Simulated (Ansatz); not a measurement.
## Ni in Ansatz: the effect of target pressure

Crystal: Ni.

```
Ni
1.0
     2.44802    0.00000    0.00000
    -1.22401    2.12005    0.00000
     0.00000    0.00000    4.07281
Ni
2
Direct
  0.66667 0.33333 0.75000
  0.33333 0.66667 0.25000
```

This isn't the form of Ni at room conditions, which is fcc.

Alike in all runs:

```yaml
Program: Ansatz 0.2.0
Task: relaxation of cell and atoms
Functional: PBEsol
Potentials_or_basis: all-electron LAPW, scalar-relativistic
Basis_error_allowed: 0.001 eV/atom
k_mesh: 12 × 12 × 7
Occupations: fermi-dirac, width 0.05 eV
Spin: collinear spin, ferromagnetic start
Starting_moments: "[1.0, 1.0] μB"
```

Each run relaxes the cell or the atoms first.

```tsv
target pressure	relaxed volume (Å³/atom)	moment (μB)
0 GPa	?	?
5 GPa	10.21	1.28
10 GPa	10.01	1.26
20 GPa	9.68	1.23
30 GPa	9.40	1.19
```

Q: What does the run with target pressure 0 GPa give?

A: Relaxed volume 10.42 Å³/atom; moment 1.30 μB.

Worked out: In Murnaghan's law V^(-B') rises as a straight line in P. The other rows fit best with B' = 5.0, V0 = 10.43 Å³/atom and B0 = 220 GPa, which gives 10.43 Å³/atom at 0 GPa, against the run's 10.42. A straight line through the other rows of the moment, of slope -0.00353 μB per GPa, extrapolates to 1.30 μB, against the run's 1.30.
